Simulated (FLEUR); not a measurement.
SnO:

```
CELL_PARAMETERS angstrom
3.81370 0.00000 0.00000
0.00000 3.81370 0.00000
0.00000 0.00000 4.88691
ATOMIC_POSITIONS crystal
Sn 0.50000 0.00000 0.76463
Sn 0.00000 0.50000 0.23537
O 0.00000 0.00000 0.00000
O 0.50000 0.50000 0.00000
```

The cell is a database's computed one.

Base run:

```yaml
Program: FLEUR MaX-R8.1 (later development tree)
Functional: PBEsol
Potentials_or_basis: all-electron
Basis: FLAPW
Kmax: 4.42 1/bohr
k_mesh: 7 × 7 × 6
Occupations: fermi-dirac, width 0.05 eV
Spin: no spin polarisation
```

Its results: band gap on the k mesh 0.35 eV, indirect (least direct gap 1.99 eV).

Problem. The run is repeated on the same cell with these changes: functional from PBEsol to LDA. What comes out?

Solution. Band gap on the k mesh 0.46 eV, indirect (least direct gap 2.01 eV).

Caveats: spin-orbit coupling is left out, which moves the levels of the heavy elements; the mesh misses the band edges, which the band path finds closer together.

Not every run made on this cell is shown here.
